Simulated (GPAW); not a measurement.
Runs of GPAW 26.7.0 on Si. It takes space group P6/mmm (No. 191, hexagonal). Conventional cell: a = 2.621 Å, b = 2.621 Å, c = 2.466 Å, α = 90.00°, β = 90.00°, γ = 120.00°. Around Si (site symmetry 6/mmm) lie 8 Si at 2.47 to 2.62 Å. This isn't the form of Si at room conditions, which is diamond.

```csv
level,potentials or basis,optimizer,fmax,max steps,eigensolver,gap on the mesh (eV),pressure (GPa),relaxed volume (Å³/atom)
revPBE+D4,"the program's PAW data sets (release 1.2.1) made for this functional, pw",BFGS,0.05 eV/Å,100,-,none,0.1,14.22
BLYP+D4,"PAW data sets generated in the run's folder for this functional, pw",LBFGS,0.02 eV/Å,40,davidson,none,0.1,14.91
revPBE+D3(BJ),"the program's PAW data sets (release 1.2.1) made for this functional, pw",BFGS,0.02 eV/Å,60,-,none,0.0,(a)
BLYP+D3(BJ),"PAW data sets generated in the run's folder for this functional, pw",BFGS,0.02 eV/Å,100,davidson,none,0.0,14.71
```

Alike in all rows: task relaxation of cell and atoms; no spin polarisation; cell relaxed; k mesh 12 × 12 × 11; cutoff (eV) 600; smearing fermi-dirac 0.05 eV.

Question: Estimate the missing entries.

Answer: (a) 14.12.

Caveats: later steps reuse the first step's grids; pairwise dispersion overbinds metals, which lowers pressure and volume.

A gap of «none» marks a metal or a gap under the smearing width.

Runs at the PBE level aren't shown here.
